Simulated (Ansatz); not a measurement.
Runs of Ansatz 0.2.0 on Sc. It takes space group I4/mmm (No. 139, tetragonal). Conventional cell: a = 3.834 Å, b = 3.834 Å, c = 3.435 Å, α = 90.00°, β = 90.00°, γ = 90.00°. Sc (site symmetry 4/mmm) is surrounded by 10 Sc at 3.21 to 3.44 Å. This isn't the form of Sc at room conditions, which is hcp.

```csv
task,level,U,cell,cutoff (eV),smearing,gap on the mesh (eV),pressure (GPa),relaxed volume (Å³/atom)
single point,PBE,-,as given,171,gaussian 0.02 eV,none,-0.9,-
relaxation of cell and atoms,LDA+U,Sc d U = 2 eV,relaxed,-,gaussian 0.05 eV,none,0.0,24.17
relaxation of cell and atoms,PBE+D4,-,relaxed,-,fermi-dirac 0.05 eV,-,0.0,(a)
single point,PBE,-,as given,171,gaussian 0.05 eV,none,-0.9,-
```

Alike in all rows: potentials or basis all-electron LAPW, scalar-relativistic; no spin polarisation; k mesh 10 × 10 × 10; basis error allowed 0.001 eV/atom.

Q: Estimate the missing entries.

A: (a) 24.10.

Caveats: U is the effective U less J, on atomic orbitals that reach past the spheres (some runs); U without spin polarisation on a metal has little footing (some runs); the U is typed as a test and isn't derived for this compound (some runs).

A gap of «none» marks a metal or a gap under the smearing width.
